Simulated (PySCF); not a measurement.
**How well do the runs reproduce experiment for pyrazole?**

**The experiment to reproduce.**

NIST CCCBDB Release 22 (SRD 101), experimental dipoles lists, for the gas: dipole moment 2.214 D.

The results are set against them at the end.

Pyrazole, C₃H₄N₂.
Numbering: `[cH:1]1[cH:2][n:3][nH:4][cH:5]1` (hydrogens: H6 on C1; H7 on C2; H8 on N4; H9 on C5)

Cartesian coordinates in Å at the GFN2-xTB level; atoms count from 1:
```xyz
9
C3H4N2 angstrom
C      0.1567    0.9944    0.1029
C      1.2175    0.0974   -0.0955
N      0.7775   -1.1395   -0.2059
N     -0.5435   -1.0620   -0.0839
C     -0.9673    0.2046    0.1042
H      0.2123    2.0562    0.2259
H      2.2663    0.3074   -0.1593
H     -1.1017   -1.8991   -0.1354
H     -2.0042    0.4465    0.2220
```

The PySCF runs (gas phase, on this GFN2-xTB geometry; no spin–orbit coupling):

| level | job | basis functions | wall time |
| --- | --- | --- | --- |
| PBE0/pcSseg-1 | shieldings, charges and field gradients | 105 | 4.6 s |
| B3LYP/pcJ-1 | spin–spin couplings from 9 perturbed nuclei | 175 | 13 s |

Hardware: one thread of an x86-64 server, on a shared host.

**Comparison with experiment**

**Dipole moment.** Measured: 2.214 D (NIST CCCBDB Release 22 (SRD 101), experimental dipoles).

| level | computed (D) | computed − measured (D) | % (from the printed values) |
| --- | --- | --- | --- |
| PBE0/pcSseg-1 | 2.293 | +0.079 | +4 |
| B3LYP/pcJ-1 | 2.288 | +0.074 | +3 |

Closest is B3LYP/pcJ-1 (+0.074 D), furthest PBE0/pcSseg-1 (+0.079 D); one molecule doesn't rank methods. The computed dipoles belong to one fixed geometry; measured ones are averaged over vibrations unless marked μe. Magnitudes are compared, not signs.

No measured geometry was used, and the causes of the misses weren't examined.
